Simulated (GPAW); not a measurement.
Wanted: an ASE script for a GPAW 26.7.0 run.

```
Task                : single point
Functional          : PBE
Dispersion          : D3(BJ)+ATM
Potentials or basis : GPAW PAW data sets (gpaw-data 1.2.1)
Cutoff              : 450 eV
Basis               : pw
k mesh              : 9 × 9 × 1
Occupations         : fermi-dirac, width 0.05 eV
Spin                : no spin polarisation
Maxiter             : 150
Dipole layer        : no
```

The system is Hg, a slab with vacuum.

```
CELL_PARAMETERS angstrom
3.02922 0.00000 0.00000
0.26578 3.01754 0.00000
0.00000 0.00000 24.11940
ATOMIC_POSITIONS crystal
Hg 0.61708 0.61708 0.31095
Hg 0.69513 0.69513 0.43698
Hg 0.77318 0.77318 0.56302
Hg 0.85124 0.85124 0.68905
```

The cell isn't the ideal one: the (0 0 1) slab of Hg, cut from the database cell, not relaxed.

One way to write it, as run:

run.py

```python
import numpy as np
from ase import Atoms
from ase.calculators.mixing import SumCalculator
from ase.dft.bandgap import bandgap
from ase.io import write
from dftd3.ase import DFTD3
from gpaw import GPAW, PW

atoms = Atoms(['Hg', 'Hg', 'Hg', 'Hg'],
              cell=[[3.0292220146, 0, 0.0],
                    [0.265782425, 3.0175396793, 0.0],
                    [0.0, 0.0, 24.1194020613]],
              scaled_positions=[[0.617078852, 0.617078852, 0.3109529822],
                                [0.69513142, 0.69513142, 0.4369843274],
                                [0.773183988, 0.773183988, 0.5630156726],
                                [0.851236556, 0.851236556, 0.6890470178]],
              pbc=True)

calc = GPAW(mode=PW(450),
            xc='PBE',
            kpts={'size': (9, 9, 1), 'gamma': True},
            occupations={'name': 'fermi-dirac', 'width': 0.05},
            nbands=38,
            convergence={'density': 1e-05, 'energy': 1e-05},
            maxiter=150,
            txt='gpaw.txt')
atoms.calc = SumCalculator([calc, DFTD3(damping='d3bj', params_tweaks=dict(method='pbe', atm=True))])
energy = atoms.get_potential_energy()
forces = atoms.get_forces()
calc.write('gs.gpw')
write('result.traj', atoms)
print(f'Energy: {energy:.6f} eV')
print('Forces (eV/A):')
print(forces.round(4))
print('Fermi level:', round(calc.get_fermi_level(), 4), 'eV')
print(f'Gap: {bandgap(calc)[0]:.4f} eV, direct: {bandgap(calc, direct=True)[0]:.4f} eV')

v = calc.get_electrostatic_potential().mean(axis=(0, 1))
z = np.arange(len(v)) * atoms.cell[2, 2] / len(v)
ef = calc.get_fermi_level()
np.savetxt('planar.dat', np.c_[z, v], fmt='%.4f')
below, above = np.interp([1.5, atoms.cell[2, 2] - 1.5], z, v) - ef
print(f'Work functions: bottom {below:.4f} eV, top {above:.4f} eV')
print('Dipole moment:', *calc.get_dipole_moment().round(5), 'e A')
```

Potentials or basis: GPAW PAW data sets (gpaw-data 1.2.1), pw.

Run with:

```sh
$ OMP_NUM_THREADS=1 python run.py
```

It gave:

```json
{
  "Largest force": "0.150 eV/Å",
  "Band gap on the k mesh": "none (metal or under the smearing width)",
  "Dispersion energy per atom": "-0.294 eV",
  "Dipole across the slab": "0.00 e·Å",
  "Work function of the upper face": "4.12 eV",
  "Work function of the lower face": "4.12 eV"
}
```

Caveat: there is no dipole correction.

It took 110 s on 1 thread of Arm Neoverse V1 (shared host), peak memory 0.27 GiB.
